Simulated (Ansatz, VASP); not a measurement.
**In: VASP beside Ansatz**

```
In
1.0
     3.37122    0.00000    0.00000
    -1.68561    2.91956    0.00000
     0.00000    0.00000    5.30436
In
2
Direct
  0.33333 0.66667 0.25000
  0.66667 0.33333 0.75000
```

Change from the starting cell: uniaxial strain along c, a, b and atoms relaxed: -3.0 %.

Alike in both runs: functional PBE; dispersion D3(BJ); k mesh 15 × 15 × 8; occupations gaussian, width 0.1 eV; no spin polarisation.

Ansatz relaxed the structure, and its values are those at the end. VASP's run is a single point on that final structure, the one shown.

```csv
,VASP,Ansatz
version,VASP 6.6.1,Ansatz 0.2.0
potentials or method,"VASP PAW PBE potentials, release 64 (In_d)","scalar-relativistic, plane waves, PAW"
plane-wave cutoff (eV),520,420
valence electrons in the cell,26,26
```

```csv
,VASP,Ansatz,Ansatz less VASP
gap on the k mesh at the Fermi level (eV),none,none,-
pressure (GPa),0.3,0.3,+0.05
```

A gap of «none» marks a metal or a gap that the smearing closes. Ansatz warned: «symmetry_narrowed_by_cell_relaxation».

Caveats: pairwise dispersion overbinds metals, which lowers pressure and volume.
